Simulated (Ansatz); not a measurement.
## ⁴⁷Ti NMR of the central transition in Ba3TiO5

Cell: a computed structure from the Materials Project (it need not be an observed phase), atoms as given.

Space group I4/mcm (No. 140); a = 7.3532, c = 11.9443 Å.

| site | Wyckoff | site symmetry | x | y | z |
| --- | --- | --- | --- | --- | --- |
| Ba1 | 4a | 422 | 0.0000 | 0.0000 | 0.2500 |
| Ba3 | 8h | m.2m | 0.6787 | 0.1787 | 0.0000 |
| Ti | 4b | -42m | 0.0000 | 0.5000 | 0.2500 |
| O9 | 16l | ..m | 0.1388 | 0.6388 | 0.1572 |
| O17 | 4c | 4/m.. | 0.0000 | 0.0000 | 0.0000 |

One atom of each set is listed; the run and its k-mesh use a cell of 18 atoms with edges of 7.92, 7.92, 7.92 Å.

Method: Kohn–Sham DFT in Ansatz, r2SCAN, plane waves and PAW (field gradients read without the response of the frozen cores, which leaves them typically 4 to 6 % off), scalar-relativistic, 500 eV cutoff, Γ-centred 4×4×4 k-points, Fermi–Dirac smearing 0.02 eV.

⁴⁷Ti has I = 5/2 and Q = 302.0 mb (Pyykkö 2018); at 14.1 T its Larmor frequency is ν₀ = 33.9 MHz. Only the quadrupole interaction is simulated: positions count from each site's isotropic chemical shift, and shift anisotropy, dipolar and J coupling are left out.

(1) Simulate the second-order pattern (static powder, Gaussian broadening 6 kHz) of site Ti (4 O at 1.82 Å).

## Answers

(1) The calculation gives C_Q = -17.8 MHz and η = 0.00, so ν_Q = 2.66 MHz and the centre of gravity lies at -1648 ppm (-55.9 kHz).

```json
{"offset (kHz)": "-204.2", "height": "0"}
{"offset (kHz)": "-193.7", "height": "8"}
{"offset (kHz)": "-183.1", "height": "100"}
{"offset (kHz)": "-172.6", "height": "57"}
{"offset (kHz)": "-162.0", "height": "43"}
{"offset (kHz)": "-151.5", "height": "35"}
{"offset (kHz)": "-140.9", "height": "32"}
{"offset (kHz)": "-130.4", "height": "29"}
{"offset (kHz)": "-119.8", "height": "27"}
{"offset (kHz)": "-109.3", "height": "26"}
{"offset (kHz)": "-98.7", "height": "24"}
{"offset (kHz)": "-88.2", "height": "23"}
{"offset (kHz)": "-77.6", "height": "23"}
{"offset (kHz)": "-67.1", "height": "22"}
{"offset (kHz)": "-56.6", "height": "22"}
{"offset (kHz)": "-46.0", "height": "22"}
{"offset (kHz)": "-35.5", "height": "21"}
{"offset (kHz)": "-24.9", "height": "21"}
{"offset (kHz)": "-14.4", "height": "21"}
{"offset (kHz)": "-3.8", "height": "21"}
{"offset (kHz)": "6.7", "height": "17"}
{"offset (kHz)": "17.3", "height": "17"}
{"offset (kHz)": "27.8", "height": "18"}
{"offset (kHz)": "38.4", "height": "19"}
{"offset (kHz)": "48.9", "height": "21"}
{"offset (kHz)": "59.5", "height": "22"}
{"offset (kHz)": "70.0", "height": "25"}
{"offset (kHz)": "80.6", "height": "30"}
{"offset (kHz)": "91.1", "height": "40"}
{"offset (kHz)": "101.6", "height": "71"}
{"offset (kHz)": "112.2", "height": "6"}
{"offset (kHz)": "122.7", "height": "0"}
```

An axis of threefold or higher order runs through Ti, so V_zz lies along it and η is zero.
